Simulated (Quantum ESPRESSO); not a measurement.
CuO (Tenorite) under changes of volume

One of the cells (10.163 Å³/atom); the others are scaled copies at fixed shape and fractional positions:

```
Cu O
1.0
     2.34465   -1.71340    0.00000
     2.34465    1.71340    0.00000
    -0.86055    0.00000    5.05944
Cu O
2 2
Direct
  0.49680 0.00320 0.50000
  0.00320 0.49680 0.00000
  0.40560 0.57140 0.75370
  0.57140 0.40560 0.25370
```

```yaml
Program: Quantum ESPRESSO 7.5
Functional: PBE
Potentials_or_basis: SSSP 1.3 efficiency PBE
Cutoff: 748 eV
Density_cutoff: 5987 eV
k_mesh: 10 × 10 × 5
Occupations: fermi-dirac, width 0.05 eV
Spin: no spin polarisation
```

| volume (Å³/atom) | energy over the lowest point (meV/atom) | pressure (GPa) | largest force (eV/Å) |
| --- | --- | --- | --- |
| 9.553 | 52.55 | 18.8 | 0.980 |
| 9.756 | 31.27 | 13.8 | 0.907 |
| 9.959 | 15.96 | 9.4 | 0.839 |
| 10.163 | 6.02 | 5.4 | 0.775 |
| 10.366 | 0.86 | 1.9 | 0.731 |
| 10.569 | 0.00 | -1.3 | 0.719 |
| 10.772 | ? | ? | ? |

Task: What does the run at 10.772 Å³/atom give?

Result: Energy over the lowest point 2.99 meV/atom; pressure -4.2 GPa; largest force 0.714 eV/Å.

Worked out: A Birch-Murnaghan fit of order 3 (a polynomial in V^(-2/3)) to the other rows has its minimum at 10.51 Å³/atom with B0 = V·E''(V) = 161 GPa and B' = 4.8 at fixed shape and positions, which overstates the stiffness. It gives 2.94 meV/atom at 10.772 Å³/atom, against the run's 2.99, and -dE/dV = -3.7 GPa, against -4.2.

Energies are extrapolated to zero smearing.

Caveats: the run has no spin polarisation, though such a crystal can be magnetic.
